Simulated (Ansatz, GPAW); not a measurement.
# An Al chain with two Li atoms in line: relaxation, then transmission at several levels, part 2 of 4

How well does an Al chain with two Li atoms in line conduct once its atoms have relaxed, and how much do cheaper levels lose?

GPAW 26.7.0 and Ansatz 0.2.0; Ansatz plane waves; relaxation of the junction with the lead ends held (the session's first sound run).

So far. Step 2 (Relaxation): The relaxation lowered the energy of the cell by 0.358 eV.

### 3. Plane waves, PBE

Plane waves give the reference curve, free of the bias of atom-centred orbitals.

This step: Ansatz plane waves; Landauer transmission by layers, zero bias (Ansatz 0.2.0).

Contents of input.yaml:

```yaml
crystal:
  lattice:
    - [9.0, 0.0, 0.0]
    - [0.0, 9.0, 0.0]
    - [0.0, 0.0, 39.3866]
  atoms:
    - { symbol: Al, position: [0.5, 0.5, 0.0304672147] }
    - { symbol: Al, position: [0.5, 0.5, 0.0914016442] }
    - { symbol: Al, position: [0.5, 0.5, 0.1523360737] }
    - { symbol: Al, position: [0.5, 0.5, 0.2132705032] }
    - { symbol: Al, position: [0.5, 0.5, 0.2742049326] }
    - { symbol: Al, position: [0.3442309193, 0.5248410282, 0.3261940784] }
    - { symbol: Al, position: [0.4851680497, 0.5019436869, 0.3823414339] }
    - { symbol: Li, position: [0.5375603378, 0.4943463504, 0.4522049209] }
    - { symbol: Li, position: [0.4671966231, 0.5059576415, 0.5462444136] }
    - { symbol: Al, position: [0.5151599539, 0.4980793208, 0.6161990571] }
    - { symbol: Al, position: [0.6502926915, 0.4735216294, 0.6730453431] }
    - { symbol: Al, position: [0.5, 0.5, 0.7257950674] }
    - { symbol: Al, position: [0.5, 0.5, 0.7867294968] }
    - { symbol: Al, position: [0.5, 0.5, 0.8476639263] }
    - { symbol: Al, position: [0.5, 0.5, 0.9085983558] }
    - { symbol: Al, position: [0.5, 0.5, 0.9695327853] }
kpoints:
  mp_grid: { grid: [1, 1, 2] }
hamiltonian:
  xc: pbe
scf:
  occupations: { method: fermi_dirac, width: 0.1 }
output:
  transmission:
    leads: [[0, 1]]
    e_range: [-2, 2]
    de: 0.025
    kmesh: [1, 1]
    reduced_basis: true
  write_potential: true
  write_density: true
  volumetric_format: npy
  elf: true
```

Run with:

```
ansatz run input.yaml --threads 4 --pin off --max-ram 8192MiB --backend cpu --events-out ev --progress --plain --runs-dir out
```

Numbers of over 12 decimals in the logs are rounded to 6 here.

The program printed:

```text
[...]
Crystal: 16 atoms, lattice volume = 3190.315 Å³
Basis set: ecut = 420 eV, 62271 PW (Γ)
Bands: 40, of which v1, the nominal top of the filled ones, is band 24 counted from 1 (23 counted from 0)
Symmetry: 1 space group operations
[...]
k-points: 2
[...]
SCF iter   1: F=—  HF=-7906.552917 eV  |F-HF|=—  |Δ(HF+E_count)|=         —  Δρ=2.41e-3  dr2=4.44e0  ethr=1.77e-3  ⟨swp⟩=9.0  Hψ=491  notcnv=0
[...]
SCF iter  10: F=-7906.348324 eV  HF=-7906.348324 eV  |F-HF|=3.34e-8  |Δ(HF+E_count)|=   1.34e-8  Δρ=4.13e-7  dr2=4.52e-8  ethr=2.08e-10  ⟨swp⟩=7.5  Hψ=320  notcnv=0
SCF 1 converged in 10 iterations: F = -7906.348324 eV  dr2 = 4.52e-8
[...]
transmission: 49 of 294 steps passed
transmission: 98 of 294 steps passed
[...]
transmission: 294 of 294 steps passed
WARN: The output density's exchange-correlation potential varies sharply where the density is thin. Do not read a vacuum level from v_tot or v_xc, or from such a field of the output density. On a cell that repeats whose density bears no net charge and no dipole along the vacuum's axis use v_es (v_loc + v_h of the components); under efield.dipole_correction with no amplitude use v_es + v_field, which holds any externa [...]
SCF converged after 10 iterations
Free energy (F): -7906.348324 eV
[...]
Internal energy: -7905.632210 eV  (E = F + TS)
E sigma→0 (E₀):  -7905.990267 eV
Entropy (-TS):   -0.716114 eV (-44.757 meV/atom)
Fermi energy:    -2.907097 eV
[...]
--- Band table (eV) ---
  k-point 0: bands = [... 20 lower, -3.1738, -3.1565, -3.0442, -3.0111, -2.8339, -2.7187, -2.6968, -2.6334, ... 12 higher]
  k-point 1: bands = [... 20 lower, -3.2149, -3.1570, -3.0095, -2.9682, -2.8639, -2.8378, -2.6268, -2.5528, ... 12 higher]
--- Transmission ---
  basis      : 717 plane waves across, 49 finite elements along
  points     : 1, standing for a mesh of 1 x 1
  filling    : by the input's occupations and mesh, since the crystals that have channels conduct as metals do. If one of these is a semiconductor, that mesh has misplaced its level
  energies   : 161 from -2.000000 to 2.000000 eV about the Fermi level, 0.025000 eV apart; the leads are filled to 0.000000 eV, and channels, transmission and decay are at 0.000000 eV
  crystal 0  : Al1, at the sites [0, 1], period 2.4000 Å, over 24.00 Å; its Hamiltonian steps by up to 20.4 meV
    offset         : up to 0.0000 Å between an atom of the period and one for which it stands
    filled         : 18.9 meV over the level at which it is neutral
    channels       : 2.000000e0 a spin
    conductance    : 1.9131e14 S/m² at 300 K; may be off by some 0.0 % by where its bands' edges are placed, 0.0 % from the distance to neutral
  junction   : crystal 0 to crystal 0, 0.70 to 37.68 Å
    transmission   : 4.966716e-1 a spin
    error estimate : 2.411109e-4 a spin from the reduction of the transverse basis, at the most 5.835333e-4 at 0.075000 eV
    conductance    : 4.9062e13 S/m² at 300 K (4.9052e13 on every other energy)
    error estimate : 0.0 % from the energy spacing and 0.0 % from band edges of the leads and from resonances (wavevectors taken as independent; lower de), 0.1 % from the reduction of the transverse basis, 21.2 % from the steps of its leads' Hamiltonians or their offsets (lay more layers), 9.4 % from the distance to neutral
    resistance     : 1.5155e-2 Ω µm² beyond half of each lead's own
```

It took 66 s on 4 threads of AMD EPYC 7R43, shared host; peak memory 2.4 GiB; 3.5 min of CPU time.

This step gave:

- lead level: 0 eV from the Fermi level
- transmission at the Fermi level (one spin): 0.4967
- open channels of the lead at the Fermi level (one spin): 2
- step of the potential along the lead: 20.4 meV
- offset of the lead: 0 Å
- filling of the lead less its bulk value, in size: 18.9 meV
- conductance: 0.5129 G₀

One spin. Transmission, zone mean against energy, zero at the Fermi level:

```tsv
energy (eV)	transmission, zone mean
-2.000	6.1e-5
-1.900	6.5e-5
-1.800	6.9e-5
-1.700	7.4e-5
-1.600	7.9e-5
-1.500	8.3e-5
-1.400	7.8e-5
-1.300	4.2e-5
-1.200	0
-1.100	0
-1.000	0
-0.900	0
-0.800	0
-0.700	0
-0.600	0
-0.500	0
-0.400	0.0644
-0.300	0.159
-0.200	0.198
-0.100	0.300
0.000	0.497
0.100	0.841
0.175	1.00
0.200	0.965
0.300	0.585
0.400	0.329
0.500	0.222
0.600	0.184
0.700	0.185
0.800	0.217
0.900	0.182
1.000	0.0845
1.100	0.0821
1.200	0.0926
1.300	0.108
1.400	0.123
1.500	0.140
1.600	0.167
1.700	0.209
1.800	0.268
1.900	0.343
2.000	0.426
```

One spin. Table of open channels, zone mean by energy, zero at the Fermi level:

energy (eV), open channels, zone mean and a bar:
```
   -2.000       1.00 ##########
   -1.900       1.00 ##########
   -1.800       1.00 ##########
   -1.700       1.00 ##########
   -1.600       1.00 ##########
   -1.500       1.00 ##########
   -1.400       1.00 ##########
   -1.300       1.00 ##########
   -1.200       0.00 
   -1.100       0.00 
   -1.000       0.00 
   -0.900       0.00 
   -0.800       0.00 
   -0.700       0.00 
   -0.600       0.00 
   -0.500       0.00 
   -0.400       2.00 ####################
   -0.300       2.00 ####################
   -0.200       2.00 ####################
   -0.100       2.00 ####################
    0.000       2.00 ####################
    0.100       2.00 ####################
    0.200       2.00 ####################
    0.300       2.00 ####################
    0.400       2.00 ####################
    0.500       2.00 ####################
    0.600       2.00 ####################
    0.700       2.00 ####################
    0.800       2.00 ####################
    0.900       2.00 ####################
    1.000       3.00 ##############################
    1.100       3.00 ##############################
    1.200       3.00 ##############################
    1.300       3.00 ##############################
    1.400       3.00 ##############################
    1.500       3.00 ##############################
    1.600       3.00 ##############################
    1.700       3.00 ##############################
    1.800       3.00 ##############################
    1.900       3.00 ##############################
    2.000       3.00 ##############################
```

Crystal 0, spin -, k parallel (0, 0); distinct values, listed up to 1.5 1/Å. The Im kz of the slowest decaying states by energy, zero at the Fermi level:

```tsv
energy (eV)	decay 1 (Å⁻¹)	decay 2 (Å⁻¹)	decay 3 (Å⁻¹)	decay 4 (Å⁻¹)
-2.000	0.671	0.671	1.15	1.26
-1.800	0.627	0.627	1.13	1.24
-1.600	0.581	0.581	1.10	1.22
-1.400	0.530	0.530	1.08	1.20
-1.200	0.0396	0.474	0.474	1.05
-1.000	0.0802	0.410	0.411	1.03
-0.800	0.101	0.335	0.335	1.00
-0.600	0.113	0.236	0.237	0.978
-0.400	0.119	0.951	1.08	1.16
-0.200	0.121	0.923	1.06	1.14
0.000	0.119	0.894	1.03	1.12
0.200	0.112	0.864	1.01	1.09
0.400	0.101	0.833	0.979	1.07
0.600	0.0827	0.801	0.952	1.05
0.800	0.0515	0.767	0.924	1.02
1.000	0.732	0.895	0.994	1.08
1.200	0.695	0.866	0.967	1.06
1.400	0.656	0.835	0.939	1.03
1.600	0.614	0.802	0.911	1.00
1.800	0.569	0.769	0.881	0.977
2.000	0.521	0.734	0.851	0.950
```

Crystal 0, spin -, k parallel (0, 0). Table of Re kz of states that move upwards by energy, zero at the Fermi level:

```tsv
energy (eV)	channel 1 (Å⁻¹)	channel 2 (Å⁻¹)	channel 3 (Å⁻¹)
-2.000	1.13	-	-
-1.900	1.15	-	-
-1.800	1.16	-	-
-1.700	1.18	-	-
-1.600	1.20	-	-
-1.500	1.22	-	-
-1.400	1.24	-	-
-1.300	1.27	-	-
-1.200	-	-	-
-1.100	-	-	-
-1.000	-	-	-
-0.900	-	-	-
-0.800	-	-	-
-0.700	-	-	-
-0.600	-	-	-
-0.500	-	-	-
-0.400	0.00934	0.0207	-
-0.300	0.168	0.169	-
-0.200	0.237	0.238	-
-0.100	0.291	0.291	-
0.000	0.336	0.336	-
0.100	0.375	0.376	-
0.200	0.411	0.411	-
0.300	0.444	0.444	-
0.400	0.475	0.475	-
0.500	0.503	0.504	-
0.600	0.531	0.531	-
0.700	0.556	0.557	-
0.800	0.581	0.582	-
0.900	0.605	0.605	-
1.000	-1.26	0.628	0.628
1.100	-1.24	0.650	0.650
1.200	-1.22	0.671	0.671
1.300	-1.20	0.692	0.692
1.400	-1.19	0.712	0.712
1.500	-1.17	0.731	0.732
1.600	-1.16	0.750	0.751
1.700	-1.15	0.769	0.769
1.800	-1.13	0.787	0.787
1.900	-1.12	0.805	0.805
2.000	-1.11	0.822	0.822
```

The electrostatic potential energy of an electron (with the applied field's), less the Fermi level, planar mean oscillates, so the rows of the table below give means over windows of 2 Å about each position, cut where the curve ends. Its first 14 maxima inside the range that stand out by 2 % of the span (Å: eV): 2.3: 3.82, 4.8: 3.83, 7.1: 3.79, 9.6: 3.77, 11.8: 3.47, 13.9: 3.35, 16.5: 3.22, 19.7: 2.99, 22.9: 3.22, 25.4: 3.36, 27.6: 3.50, 29.8: 3.77, 32.2: 3.79, 34.6: 3.83. Its first 14 minima: 1.2: 3.03, 3.6: 3.03, 6.0: 3.02, 8.5: 2.98, 10.8: 3.00, 13.0: 2.92, 15.2: 2.48, 17.8: 2.19, 21.4: 2.18, 24.1: 2.47, 26.4: 2.93, 28.6: 3.00, 30.9: 2.98, 33.4: 3.02.

Table of electrostatic potential energy of an electron (with the applied field's), less the Fermi level, planar mean by z; means over each step:

z (Å), electrostatic potential energy of an electron (with the applied field's), less the Fermi level, planar mean (eV) and a bar from the least value:
```
        0       3.43 ##############################
        2       3.41 #############################
        4       3.34 ###########################
        6       3.27 #########################
        8       3.29 #########################
       10       3.37 ############################
       12       3.16 #####################
       14       2.99 ###############
       16       2.89 ############
       18       2.54 
       20       2.87 ###########
       22       2.68 #####
       24       2.73 ######
       26       3.09 ###################
       28       3.20 ######################
       30       3.38 ############################
       32       3.40 #############################
       34       3.38 ############################
       36       3.30 ##########################
       38       3.30 #########################
```

The valence density, planar mean oscillates, so the rows of the table below give means over windows of 2.33 Å about each position, cut where the curve ends. Its first 14 maxima inside the range that stand out by 2 % of the span (Å: e/Å³): 2.3: 0.0176, 4.7: 0.0176, 7.0: 0.0176, 9.3: 0.0175, 11.8: 0.0213, 13.9: 0.0191, 17.8: 0.0446, 21.4: 0.0428, 23.6: 0.0141, 25.5: 0.0188, 27.6: 0.0210, 30.1: 0.0175, 32.4: 0.0176, 34.7: 0.0176. Its first 14 minima: 1.2: 0.0126, 3.6: 0.0127, 6.0: 0.0127, 8.3: 0.0126, 10.6: 0.0138, 12.8: 0.0155, 17.1: 0.00560, 20.6: 0.00291, 22.2: 0.00550, 24.1: 0.0132, 26.4: 0.0153, 28.7: 0.0137, 31.1: 0.0126, 33.4: 0.0127.

Table of valence density, planar mean by z; means over each step:

```tsv
z (Å)	valence density, planar mean (e/Å³)
1.17	0.0154
3.50	0.0154
5.83	0.0154
8.16	0.0153
10.48	0.0165
12.82	0.0181
15.14	0.0146
17.48	0.0151
19.80	0.00304
22.13	0.0160
24.46	0.0154
26.80	0.0180
29.12	0.0161
31.45	0.0154
33.79	0.0154
36.12	0.0154
38.45	0.0150
```

Electrostatic potential energy in the ca plane at fractional y = 0.494, with atoms of Al and Li within 0.2 Å of it. With pseudopotentials it is smooth inside the atoms' cores, unlike the true potential.

Ten even steps from '0' (-21 eV) to '9' (1 eV), each cell a mean:
```
99999999999999999999999999999999999999999999
99999999999999999999999999999999999999999999
99999999999999999999999999999999999999999999
99999999999999999999999999999999999999999999
99999999999999999999999999999999999999999999
99999999999999999999999999999999999999999999
99999999999999999999999988888999999999999999
89999988999999999999999887778899999999999888
67888767789999998778899876567889998888998765
13676312479999986434688741036788888778888520
10364011158999973000378720005788886546787303
52152154148898861142058730005788874001687215
41253033047767761253058863247888872000577402
01575100255212563010268887678888874001688631
46787655662010266423578988888998876435788876
88999888861242168777889999999999887777899988
99999999972010278998999999999999988888899999
99999999986212589999999999999999998889999999
99999999998767899999999999999999999999999999
99999999999888999999999999999999999999999999
99999999999999999999999999999999999999999999
99999999999999999999999999999999999999999999
99999999999999999999999999999999999999999999
99999999999999999999999999999999999999999999
```
Columns run along c (16.0 Å, from fractional 0.21 to 0.62 of the cell; values clipped at the 3rd and 97th percentile), rows up along a (9.0 Å). Atoms in or near the plane, at fractional coordinates: Al at (0.27, 0.50), Al at (0.38, 0.49), Li at (0.45, 0.54), Li at (0.55, 0.47), Al at (0.62, 0.52).

Valence density in the ca plane at fractional y = 0.494, with atoms of Al and Li within 0.2 Å of it. It is the smooth field of the valence electrons, not physical close to the nuclei.

Ten steps, logarithmic in the rise over the least value, from '0' (0.0 e/Å³) to '9' (6.2 e/Å³), each cell a mean:
```
00000000000000000000000000000000000000000000
00000000000000000000000000000000000000000000
00000000000000000000000000000000000000000000
00000000000000000000000000000000000000000000
00000000000000000000000000000000000000000000
00000000000000000000000000000000000000000000
00000000000000000000000000000000000000000000
11111111100000000001000000000000000000000011
22222222111000001111111100000000000000011122
22333222221111112222222125630000000000112222
22333322222111122222332249961000000121122322
12343211233222233212332248951000002675223321
12343212333322333212332213410000003897223332
22333222343323333322222111000000002685122232
22222223333222333322221100000000000121111222
11111112233212333221110000000000000000001111
00000011223222322111000000000000000000000000
00000001122222221100000000000000000000000000
00000000011222211000000000000000000000000000
00000000001111100000000000000000000000000000
00000000000000000000000000000000000000000000
00000000000000000000000000000000000000000000
00000000000000000000000000000000000000000000
00000000000000000000000000000000000000000000
```
Columns run along c (16.0 Å, from fractional 0.21 to 0.62 of the cell), rows up along a (9.0 Å). Atoms in or near the plane, at fractional coordinates: Al at (0.27, 0.50), Al at (0.38, 0.49), Li at (0.45, 0.54), Li at (0.55, 0.47), Al at (0.62, 0.52).

ELF in the ca plane at fractional y = 0.494, with atoms of Al and Li within 0.2 Å of it. It is the smooth field of the valence electrons, not physical close to the nuclei.

Ten even steps from '0' (0.00 × 1e-1) to '9' (9.95 × 1e-1), each cell a mean:
```
00000000000000000000000000000111100000000000
00000000000000000000000000000122110000000000
00000000000000000000000000001233321000000000
00000000000000000000000000012345432110000000
00000011111000000000111111123566643211000001
11111223333210001112333321125788764322110001
22333345555421112345666632126899876443332112
44555567777532334567888730015999987555665434
56777778888643456789999710001899997546888765
47888767898644577789999504620699984113899963
14899422698644677546999428960599960000599953
52898243488645787253899517950599920573299945
23898222598756897153799711201799912996089973
36888425899635899523899941015999911783189997
67876557998213899865788874358999940010399998
66654357897132799864566765568999971001599988
44432246887324898743223444457899974112577776
22211236788888998631111222346788864212345443
11100135788999987521000011234677642111122211
00000124678999887420000000123455431100000000
00000013567888876310000000012233321000000000
00000002356777664210000000001122210000000000
00000000124455432100000000000111100000000000
00000000001122110000000000000011100000000000
```
Columns run along c (16.0 Å, from fractional 0.21 to 0.62 of the cell), rows up along a (9.0 Å). Atoms in or near the plane, at fractional coordinates: Al at (0.27, 0.50), Al at (0.38, 0.49), Li at (0.45, 0.54), Li at (0.55, 0.47), Al at (0.62, 0.52).

The largest of the program's own error estimates on the conductance is 21 %. T at the Fermi level is 0.497 of 2 open channels a spin.

(Continued in part 3 of 4.)

[Logs are printed without paths, hosts, clocks, repeated set-up lines and the standing remarks that a program may print on its own settings, such as how far it seeks lower states.]

[Hosts, paths, dates, database ids (printed as entryN), source tags and the programs' standing remarks are cut or masked in the printed files.]
